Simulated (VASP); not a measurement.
# BeS (Pm-3m) in VASP: a series of runs

One crystal, BeS, is run at these levels: PBEsol; tasks: single point.

All numbers are computed with VASP 6.6.1; they aren't measurements. Logs are shortened: lines on timing, memory, paths and dates and some standing lists are left out, and cuts for length are marked.

## (1) The crystal as given

It takes space group Pm-3m (No. 221, cubic). Conventional cell: a = 2.862 Å, b = 2.862 Å, c = 2.862 Å, α = 90.00°, β = 90.00°, γ = 90.00°. Around Be (site symmetry m-3m) lie 8 S at 2.48 Å. S (site symmetry m-3m) is surrounded by 8 Be at 2.48 Å.

The cell comes from a database or a generator and needn't be the stable form of this composition.

## (2) Single point, PBEsol

INCAR

```
SYSTEM = BeS
PREC = Accurate
ENCUT = 520
EDIFF = 1E-6
ISMEAR = 0
SIGMA = 0.05
LREAL = .FALSE.
LASPH = .TRUE.
NELM = 80
ALGO = Normal
ISIF = 2
LWAVE = .FALSE.
LCHARG = .FALSE.
GGA = PS
NBANDS = 11
```

KPOINTS

```
Automatic mesh
0
G
  6 6 6
  0 0 0
```

POSCAR

```
BeS
1.0
    2.8618459519      0.0000000000      0.0000000000
    0.0000000000      2.8618459519      0.0000000000
    0.0000000000      0.0000000000      2.8618459519
Be S
1 1
Direct
    0.0000000000      0.0000000000      0.0000000000
    0.5000000000      0.5000000000      0.5000000000
```

Potentials or basis: VASP PAW PBE potentials, release 64 (Be, S).

On the command line:

```bash
$ cat potpaw_PBE.64/Be/POTCAR potpaw_PBE.64/S/POTCAR > POTCAR
$ mpirun -np 1 vasp_std > vasp.out
```

OUTCAR:

```text
SYSTEM = BeS
   PREC = Accurate
   ENCUT = 520
   EDIFF = 1E-6
   ISMEAR = 0
   LREAL = .FALSE.
   LASPH = .TRUE.
   NELM = 80
   ISIF = 2
   GGA = PS

 ion  position               nearest neighbor table
   1  0.000  0.000  0.000-   2 2.48   2 2.48   2 2.48   2 2.48   2 2.48   2 2.48   2 2.48   2 2.48

   2  0.500  0.500  0.500-   1 2.48   1 2.48   1 2.48   1 2.48   1 2.48   1 2.48   1 2.48   1 2.48

  LATTYP: Found a simple cubic cell.
 ALAT       =     2.8618459519

  Lattice vectors:

 A1 = (   2.8618459519,   0.0000000000,   0.0000000000)
 A2 = (   0.0000000000,   2.8618459519,   0.0000000000)
 A3 = (   0.0000000000,   0.0000000000,   2.8618459519)

Analysis of symmetry for initial positions (statically):
=====================================================================
 Subroutine PRICEL returns:
 Original cell was already a primitive cell.

 Routine SETGRP: Setting up the symmetry group for a
 simple cubic supercell.

 Subroutine GETGRP returns: Found 48 space group operations
 (whereof 48 operations were pure point group operations)
 out of a pool of 48 trial point group operations.

The static configuration has the point symmetry O_h .

Analysis of symmetry for dynamics (positions and initial velocities):
=====================================================================
 Subroutine PRICEL returns:
 Original cell was already a primitive cell.

 Routine SETGRP: Setting up the symmetry group for a
 simple cubic supercell.

 Subroutine GETGRP returns: Found 48 space group operations
 (whereof 48 operations were pure point group operations)
 out of a pool of 48 trial point group operations.

The dynamic configuration has the point symmetry O_h .

 Subroutine INISYM returns: Found 48 space group operations
 (whereof 48 operations are pure point group operations),
 and found     1 'primitive' translations

----------------------------------------------------------------------------------------

                                     Primitive cell

  volume of cell :      23.4390

  direct lattice vectors                    reciprocal lattice vectors
     2.861845952  0.000000000  0.000000000     0.349424818  0.000000000  0.000000000
     0.000000000  2.861845952  0.000000000     0.000000000  0.349424818  0.000000000
     0.000000000  0.000000000  2.861845952     0.000000000  0.000000000  0.349424818

  length of vectors
     2.861845952  2.861845952  2.861845952     0.349424818  0.349424818  0.349424818

  position of ions in fractional coordinates (direct lattice)
     0.000000000  0.000000000  0.000000000
     0.500000000  0.500000000  0.500000000

  ion indices of the primitive-cell ions
   primitive index   ion index
                 1           1
                 2           2

----------------------------------------------------------------------------------------

 KPOINTS: Automatic mesh

Automatic generation of k-mesh.
 Grid dimensions read from file:
 generate k-points for:    6    6    6

 Generating k-lattice:

  Cartesian coordinates                     Fractional coordinates (reciprocal lattice)
     0.058237470  0.000000000  0.000000000     0.166666667  0.000000000  0.000000000
     0.000000000  0.058237470  0.000000000     0.000000000  0.166666667  0.000000000
     0.000000000  0.000000000  0.058237470     0.000000000  0.000000000  0.166666667

  Length of vectors
     0.058237470  0.058237470  0.058237470

  Shift w.r.t. Gamma in fractional coordinates (k-lattice)
     0.000000000  0.000000000  0.000000000

 Subroutine IBZKPT returns following result:
 ===========================================

 Found     20 irreducible k-points:

 Following reciprocal coordinates:
            Coordinates               Weight
  0.000000  0.000000  0.000000      1.000000
  0.166667  0.000000  0.000000      6.000000
  0.333333  0.000000  0.000000      6.000000
  0.500000  0.000000  0.000000      3.000000
  0.166667  0.166667  0.000000     12.000000
  0.333333  0.166667  0.000000     24.000000
[... 12 lines left out ...]
  0.500000  0.500000  0.333333      6.000000
  0.500000  0.500000  0.500000      1.000000
   k-points           NKPTS =     20   k-points in BZ     NKDIM =     20   number of bands    NBANDS=     11
   number of dos      NEDOS =    301   number of ions     NIONS =      2
   total plane-waves  NPLWV =  13824
   dimension x,y,z NGX =    24 NGY =   24 NGZ =   24
   dimension x,y,z NGXF=    48 NGYF=   48 NGZF=   48
   ions per type =               1   1
   NGX,Y,Z   is equivalent  to a cutoff of  13.94, 13.94, 13.94 a.u.
   NGXF,Y,Z  is equivalent  to a cutoff of  27.88, 27.88, 27.88 a.u.
 SYSTEM =  BeS
   PREC   = accura    normal or accurate (medium, high low for compatibility)
   ISTART =      0    job   : 0-new  1-cont  2-samecut
   ICHARG =      2    charge: 1-file 2-atom 10-const
   ISPIN  =      1    spin polarized calculation?
   LNONCOLLINEAR =      F non collinear calculations
   LSORBIT =      F    spin-orbit coupling
   LASPH  =      T    aspherical Exc in radial PAW
   ENCUT  =  520.0 eV  38.22 Ry    6.18 a.u.   5.32  5.32  5.32*2*pi/ulx,y,z
   NELM   =     80;   NELMIN=  2; NELMDL= -5     # of ELM steps
   EDIFF  = 0.1E-05   stopping-criterion for ELM
   LREAL  =      F    real-space projection
   EDIFFG = 0.1E-04   stopping-criterion for IOM
   NSW    =      0    number of steps for IOM
   IBRION =     -1    ionic relax: 0-MD 1-quasi-New 2-CG
   NFREE  =      0    steps in history (QN), initial steepest desc. (CG)
   ISIF   =      2    stress and relaxation
   ISYM   =      2    0-nonsym 1-usesym 2-fastsym
   POTIM  = 0.5000    time-step for ionic-motion
   TEBEG  =    0.0;   TEEND  =   0.0 temperature during run
   PSTRESS=    0.0 pullay stress
   NELECT =       8.0000    total number of electrons
   NUPDOWN=      -1.0000    fix difference up-down
   EMIN   =  10.00;   EMAX   =-10.00  energy-range for DOS
   EFERMI =   0.00;   METHOD = LEGACY
   ISMEAR =     0;   SIGMA  =   0.05  broadening in eV -4-tet -1-fermi 0-gaus
   EFERMI_NEDOS =   21; number of points for ismear=-14 and -15
   IALGO  =     38    algorithm
   IMIX   =      4    mixing-type and parameters
     AMIX     =   0.40;   BMIX     =  1.00
     AMIX_MAG =   1.60;   BMIX_MAG =  1.00
  volume/ion in A,a.u.               =      11.72        79.09
  Fermi-wavevector in a.u.,A,eV,Ry     =   1.144086  2.162009 17.809104  1.308932
  Thomas-Fermi vector in A             =   2.280779
   LORBIT       =      0    0 simple, 1 ext, 2 COOP (PROOUT), +10 PAW based schemes
   GGA     = PS    functional components
   LHFCALC =     F    Hartree Fock is set to
   AEXX    =    0.0000 exact exchange contribution
   IVDW    =     0    specifies the selected vdW correction
   LEPSILON=     F    determine dielectric tensor
   LRPA    =     F    only Hartree local field effects (RPA)
 non-spin polarized calculation
 Gauss-broadening in eV      SIGMA  =   0.05
  energy-cutoff  :      520.00
  volume of cell :       23.44
 maximum number of plane-waves:       648
 NGX is ok and might be reduce to    24
   NGX = 11   NGY = 11   NGZ = 11

 number of electron       7.9999998 magnetization

 Free energy of the ion-electron system (eV)
  ---------------------------------------------------
  ext. energy  EPLUGINS =         0.00000000
  ---------------------------------------------------
  free energy    TOTEN  =        -7.74446932 eV

  energy without entropy =       -7.74027340  energy(sigma->0) =       -7.74237136

 E-fermi :   8.2024     XC(G=0): -11.0763

 val. band max:        8.1752388319   @ k =   0.5000   0.3333   0.1667
 cond. band min:       8.4969010886   @ k =   0.5000   0.3333   0.3333
 fundamental gap:      0.3216622567
 Fermi energy:         8.2023824573

 k-point     1 :       0.0000    0.0000    0.0000
  band No.  band energies     occupation
      1      -8.3634      2.00000
      2       6.6177      2.00000
      3       6.6177      2.00000
      4       6.6177      2.00000
      5      10.7611      0.00000
      6      13.1754      0.00000
      7      13.1754      0.00000
      8      19.1726      0.00000
      9      19.1726      0.00000
     10      19.1726      0.00000
     11      24.8509      0.00000

 k-point     2 :       0.1667    0.0000    0.0000
  band No.  band energies     occupation
      1      -7.9966      2.00000
      2       3.9863      2.00000
      3       6.9677      2.00000
      4       6.9677      2.00000
      5      11.4075      0.00000
      6      13.6168      0.00000
      7      15.9642      0.00000
      8      17.6720      0.00000
      9      17.6720      0.00000
     10      18.6512      0.00000
     11      25.1640      0.00000

 k-point     3 :       0.3333    0.0000    0.0000
  band No.  band energies     occupation
      1      -7.0402      2.00000
      2       0.6875      2.00000
      3       7.8741      2.00000
      4       7.8741      2.00000
      5      11.9863      0.00000
      6      14.8305      0.00000
      7      15.0957      0.00000
      8      15.0957      0.00000
      9      16.6314      0.00000
     10      22.3221      0.00000
     11      22.3333      0.00000

 k-point     4 :       0.5000    0.0000    0.0000
  band No.  band energies     occupation
      1      -6.3296      2.00000
      2      -0.8515      2.00000
      3       8.5380      0.00000
      4       8.5380      0.00000
      5      12.3257      0.00000
      6      13.7670      0.00000
      7      13.7670      0.00000
      8      15.8709      0.00000
      9      15.9965      0.00000
     10      20.3034      0.00000
     11      26.3853      0.00000

 k-point     5 :       0.1667    0.1667    0.0000
  band No.  band energies     occupation
      1      -7.6280      2.00000
      2       4.3164      2.00000
      3       4.3479      2.00000
      4       7.3051      2.00000
      5      12.3361      0.00000
      6      15.0510      0.00000
      7      16.1754      0.00000
      8      16.6962      0.00000
      9      17.1178      0.00000
     10      19.0661      0.00000
     11      22.8142      0.00000
[... 155 lines left out ...]
 k-point    17 :       0.3333    0.3333    0.3333
  band No.  band energies     occupation
      1      -4.3485      2.00000
      2       3.0097      2.00000
      3       3.4071      2.00000
      4       3.4071      2.00000
      5      10.3306      0.00000
      6      10.3306      0.00000
      7      10.7677      0.00000
      8      15.7184      0.00000
      9      24.5097      0.00000
     10      24.7702      0.00000
     11      24.7702      0.00000

 k-point    18 :       0.5000    0.3333    0.3333
  band No.  band energies     occupation
      1      -3.6320      2.00000
      2       1.7541      2.00000
      3       3.7270      2.00000
      4       4.3764      2.00000
      5       8.4969      0.00000
      6       9.3294      0.00000
      7      11.0744      0.00000
      8      14.7526      0.00000
      9      25.1463      0.00000
     10      25.3060      0.00000
     11      26.5701      0.00000

 k-point    19 :       0.5000    0.5000    0.3333
  band No.  band energies     occupation
      1      -2.9418      2.00000
      2       2.5600      2.00000
      3       2.5600      2.00000
      4       4.9191      2.00000
      5       7.2234      2.00000
      6       9.4485      0.00000
      7       9.4485      0.00000
      8      13.7224      0.00000
      9      26.2184      0.00000
     10      27.6904      0.00000
     11      27.6904      0.00000

 k-point    20 :       0.5000    0.5000    0.5000
  band No.  band energies     occupation
      1      -2.3209      2.00000
      2       3.5659      2.00000
      3       3.5659      2.00000
      4       3.5659      2.00000
      5       7.5596      2.00000
      6       7.5596      2.00000
      7       7.5596      2.00000
      8      12.8393      0.00000
      9      30.2728      0.00000
     10      30.2728      0.00000
     11      30.2732      0.00000

------------------------ aborting loop because EDIFF is reached ----------------------------------------

  FORCE on cell =-STRESS in cart. coord.  units (eV):
  Direction    XX          YY          ZZ          XY          YZ          ZX
  --------------------------------------------------------------------------------------
  -------------------------------------------------------------------------------------
  Total        0.4244517      0.4244517      0.4244517      0.0000000     -0.0000000      0.0000000
  in kB       29.0135011     29.0135011     29.0135011      0.0000000     -0.0000000      0.0000000
  external PRESSURE =      29.0135011 kB  Pullay stress =       0.0000000 kB

 VOLUME and BASIS-vectors are now :
 -----------------------------------------------------------------------------
  energy-cutoff  :      520.00
  volume of cell :       23.44
      direct lattice vectors                 reciprocal lattice vectors
     2.861845952  0.000000000  0.000000000     0.349424818  0.000000000  0.000000000
     0.000000000  2.861845952  0.000000000     0.000000000  0.349424818  0.000000000
     0.000000000  0.000000000  2.861845952     0.000000000  0.000000000  0.349424818

 POSITION                                       TOTAL-FORCE (eV/Angst)
 -----------------------------------------------------------------------------------
      0.00000      0.00000      0.00000         0.000000      0.000000      0.000000
      1.43092      1.43092      1.43092         0.000000      0.000000      0.000000
 -----------------------------------------------------------------------------------
    total drift:                               -0.000000     -0.000000     -0.000000

  FREE ENERGIE OF THE ION-ELECTRON SYSTEM (eV)
  ---------------------------------------------------
  free  energy   TOTEN  =        -7.7444693188 eV

  energy  without entropy=       -7.7402733980  energy(sigma->0) =       -7.74237136
```

Wall time 8.2 s (1 thread of AMD EPYC 7R13 (Zen 3), shared host); peak memory 0.1 GiB.

Results:

| Property | Result |
| --- | --- |
| Free energy | -7.7445 eV |
| Pressure | 2.9 GPa |
| Band gap on the k mesh | none (metal or under the smearing width) |

Caveat: the k mesh is coarse (spacing up to 0.37 Å⁻¹), so the values aren't converged; the PAW data sets were made with another functional, which shifts forces and pressure a little.

## (3) Single point, PBEsol

This run uses another cell than the first one, of 10.70 Å³/atom, 0.913 times its volume.

INCAR

```
PREC     = Accurate       # precision mode
ENCUT    = 520            # plane-wave cutoff, eV
EDIFF    = 1E-7           # SCF threshold, eV
ISMEAR   = 0              # smearing method
SIGMA    = 0.05           # smearing width, eV
LREAL    = F              # projectors in reciprocal space
LASPH    = T              # aspherical terms in the spheres
NELM     = 100            # most SCF steps
ALGO     = Normal         # electronic algorithm
ISIF     = 2              # what is computed and relaxed
LWAVE    = F              # write WAVECAR
LCHARG   = T              # write CHGCAR
GGA      = PS             # functional
LELF     = T              # ELF
LVHAR    = T            
NBANDS   = 11             # bands
```

KPOINTS

```
Automatic mesh
0
Gamma
  6 6 6
```

POSCAR

```
BeS
1.0
    2.7764774445      0.0000000000      0.0000000000
    0.0000000000      2.7764774445      0.0000000000
    0.0000000000      0.0000000000      2.7764774445
Be S
1 1
Direct
    0.0000000000      0.0000000000      0.0000000000
    0.5000000000      0.5000000000      0.5000000000
```

Potentials or basis: VASP PAW PBE potentials, release 64 (Be, S).

On the command line:

```bash
$ cat potpaw_PBE.64/Be/POTCAR potpaw_PBE.64/S/POTCAR > POTCAR
$ mpirun -np 1 vasp_std > vasp.out
```

Wall time 5 s (1 thread of AMD EPYC 7R13 (Zen 3), shared host); peak memory 0.1 GiB.

It converged, with:

```
Free energy            : -7.6477 eV
Pressure               : 12.0 GPa
Band gap on the k mesh : none (metal or under the smearing width)
```

Levels at points of the mesh, in eV from the Fermi level:
| k point | band 1 | band 2 | band 3 | band 4 | band 5 | band 6 | band 7 | band 8 |
| --- | --- | --- | --- | --- | --- | --- | --- | --- |
| (0.00, 0.00, 0.00) | -17.45 | -1.71 | -1.71 | -1.71 | 3.49 | 4.69 | 4.69 | 11.91 |
| (0.50, 0.00, 0.00) | -15.17 | -9.80 | 0.45 | 0.45 | 4.69 | 5.69 | 5.69 | 7.49 |
| (0.50, 0.50, 0.00) | -12.65 | -7.91 | -7.91 | -1.91 | 1.74 | 9.05 | 9.05 | 9.18 |
| (0.50, 0.50, 0.50) | -10.44 | -5.10 | -5.10 | -5.10 | -1.01 | -1.01 | -1.01 | 5.28 |

Caveat: the k mesh is coarse (spacing up to 0.38 Å⁻¹), so the values aren't converged; the PAW data sets were made with another functional, which shifts forces and pressure a little.

## (4) Single point, PBEsol

This run uses another cell than the first one, of 12.15 Å³/atom, 1.037 times its volume.

INCAR

```
PREC = Accurate
ENCUT = 520
EDIFF = 1E-6
ISMEAR = 0
SIGMA = 0.05
LREAL = F
LASPH = T
NELM = 80
ALGO = Fast
ISIF = 2
LWAVE = F
LCHARG = T
GGA = PS
LELF = T
LVHAR = T
NBANDS = 11
```

KPOINTS is that of step 3.

POSCAR

```
BeS
1.0
    2.8967047709      0.0000000000      0.0000000000
    0.0000000000      2.8967047709      0.0000000000
    0.0000000000      0.0000000000      2.8967047709
Be S
1 1
Direct
    0.0000000000      0.0000000000      0.0000000000
    0.5000000000      0.5000000000      0.5000000000
```

On the command line:

```bash
$ cat potpaw_PBE.64/Be/POTCAR potpaw_PBE.64/S/POTCAR > POTCAR
$ mpirun -np 1 vasp_std > vasp.out
```

Wall time 6.5 s (1 thread of AMD EPYC 7R13 (Zen 3), shared host); peak memory 0.1 GiB.

Results (log left out):

```
Free energy            : -7.7517 eV
Pressure               : -0.5 GPa
Band gap on the k mesh : none (metal or under the smearing width)
```

Levels at points of the mesh, in eV from the Fermi level:
```tsv
k point	band 1	band 2	band 3	band 4	band 5	band 6	band 7	band 8	band 9
(0.00, 0.00, 0.00)	-16.28	-1.58	-1.58	-1.58	2.18	5.03	5.03	10.57	10.57
(0.50, 0.00, 0.00)	-14.34	-8.81	0.25	0.25	3.87	5.47	5.47	7.40	7.69
(0.50, 0.50, 0.00)	-12.31	-7.00	-7.00	-1.67	1.31	8.13	8.13	8.39	9.96
(0.50, 0.50, 0.50)	-10.60	-4.51	-4.51	-4.51	-0.55	-0.55	-0.55	4.36	21.54
```

Caveat: the k mesh is coarse (spacing up to 0.36 Å⁻¹), so the values aren't converged; the PAW data sets were made with another functional, which shifts forces and pressure a little.

## (5) The runs side by side

```csv
cell,gap on the mesh (eV),pressure (GPa)
"Pm-3m, 11.72 Å³/atom",none,2.9
"Pm-3m, 10.7 Å³/atom",none,12.0
"Pm-3m, 12.15 Å³/atom",none,-0.5
```

Alike in all rows: task single point; level PBEsol; potentials or basis VASP PAW PBE potentials, release 64 (Be, S); no spin polarisation; k mesh 6 × 6 × 6; cutoff (eV) 520; smearing gaussian 0.05 eV; the mesh is coarse, so values aren't converged.

Caveats: all runs use coarse meshes; the PAW data sets were made with another functional, which shifts forces and pressure a little.

Total energies depend on the potentials used, so only differences within one code and one set of settings carry meaning.
